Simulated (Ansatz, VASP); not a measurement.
## Ag: VASP beside Ansatz

INCAR

```
SYSTEM = Ag
ALGO = Normal
EDIFF = 1E-6
EDIFFG = -0.01
ENCUT = 600
GGA = PE
IBRION = 2
ISIF = 3
ISMEAR = 0
LASPH = .True.
LCHARG = .False.
LREAL = .False.
LWAVE = .False.
NELM = 100
NSW = 100
PREC = Accurate
SIGMA = 0.1
```

Contents of KPOINTS:

```
k-points
0
Gamma
  9 9 9
  0 0 0
```

Contents of POSCAR:

```
Ag
1.0
    3.6653845581      2.1162107613      2.4116062107
   -3.6653845581      2.1162107613      2.4116062107
    0.0000000000     -4.2324215226      2.4116062107
Ag
5
Direct
    0.1398042452      0.1398042452      0.1398042452
    0.2055534101      0.5866023623      0.5866023623
    0.5866023623      0.5866023623      0.2055534101
    0.5866023623      0.2055534101      0.5866023623
    0.7731042866      0.7731042866      0.7731042866
```

Input for Ansatz:

```yaml
crystal:
  lattice:
    - [3.6653845581, 2.1162107613, 2.4116062107]
    - [-3.6653845581, 2.1162107613, 2.4116062107]
    - [0.0, -4.2324215226, 2.4116062107]
  atoms:
    - { symbol: Ag, position: [0.1398042452, 0.1398042452, 0.1398042452] }
    - { symbol: Ag, position: [0.2055534101, 0.5866023623, 0.5866023623] }
    - { symbol: Ag, position: [0.5866023623, 0.5866023623, 0.2055534101] }
    - { symbol: Ag, position: [0.5866023623, 0.2055534101, 0.5866023623] }
    - { symbol: Ag, position: [0.7731042866, 0.7731042866, 0.7731042866] }
basis:
  ecutwfc: 420
kpoints:
  mp_grid: { grid: [9, 9, 9] }
hamiltonian:
  xc: pbe
scf:
  occupations: { method: gaussian, width: 0.1 }
output:
  forces: true
  stress: true
  eigenvalues: true
relax:
  adjacent_minimum: "off"
  f_tol: 0.01
  max_steps: 80
  cell: { stress_tol: 0.05 }
```

Alike in both runs: task relaxation of cell and atoms; functional PBE; k mesh 9 × 9 × 9; occupations gaussian, width 0.1 eV; no spin polarisation.

```csv
,VASP,Ansatz
version,VASP 6.6.1,Ansatz 0.2.0
potentials or method,"VASP PAW PBE potentials, release 64 (Ag)","scalar-relativistic, plane waves, PAW"
plane-wave cutoff (eV),600,420
valence electrons in the cell,55,95
```

Ansatz gave:

```
gap on the k mesh at the Fermi level, each at its own relaxed structure (eV) : none
relaxed volume (Å³/atom)                                                     : 22.55
relaxed cell length with the largest relative difference (Å)                 : 4.885
```

**Question.** Which values does VASP return?

**Answer.** gap on the k mesh at the Fermi level, each at its own relaxed structure (eV): none; relaxed volume (Å³/atom): 22.52; relaxed cell length with the largest relative difference (Å): 4.883.

A gap of «none» marks a metal or a gap that the smearing closes. The two sets of potentials don't hold the same shells in valence.
